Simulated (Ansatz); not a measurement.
PtSe2 built on the CdCl2 prototype was relaxed with 3 functionals in Ansatz 0.2.0, cell and atoms free, the symmetry of the start kept (meshes: PBE-D3(BJ) 8×8×8, r2SCAN+rVV10 8×8×8, PBE-D4 8×8×8). No spin polarisation. The prototype was imposed, so other structures may be more stable.

The r2SCAN+rVV10 result:
```cif
data_structure
_symmetry_space_group_name_H-M 'P 1'
_symmetry_Int_Tables_number 1
_cell_length_a 6.1423
_cell_length_b 6.1423
_cell_length_c 6.1423
_cell_angle_alpha 34.974
_cell_angle_beta 34.974
_cell_angle_gamma 34.974
_cell_volume 67.98
loop_
_atom_site_label
_atom_site_type_symbol
_atom_site_fract_x
_atom_site_fract_y
_atom_site_fract_z
_atom_site_occupancy
Pt1 Pt 0.00000 0.00000 0.00000 1
Se1 Se 0.25678 0.25678 0.25678 1
Se2 Se 0.74322 0.74322 0.74322 1
```

The symmetry is R-3m (No. 166, trigonal); a = 3.691 Å, c = 17.282 Å in the conventional setting, 22.66 Å³ an atom. Around Pt lie 6 Se at 2.51 Å; around Se lie 3 Pt at 2.51 Å.

(1) What lattice does PBE-D4 give?

(2) What lattice does PBE-D3(BJ) give?

Results:

(1) a = 3.711 Å, c = 16.643 Å; the volume differs by -2.7 % from r2SCAN+rVV10's. Around Pt lie 6 Se at 2.52 Å; around Se lie 3 Pt at 2.52 Å.

(2) a = 3.710 Å, c = 16.602 Å; the volume differs by -3.0 % from r2SCAN+rVV10's. Around Pt lie 6 Se at 2.52 Å; around Se lie 3 Pt at 2.52 Å.
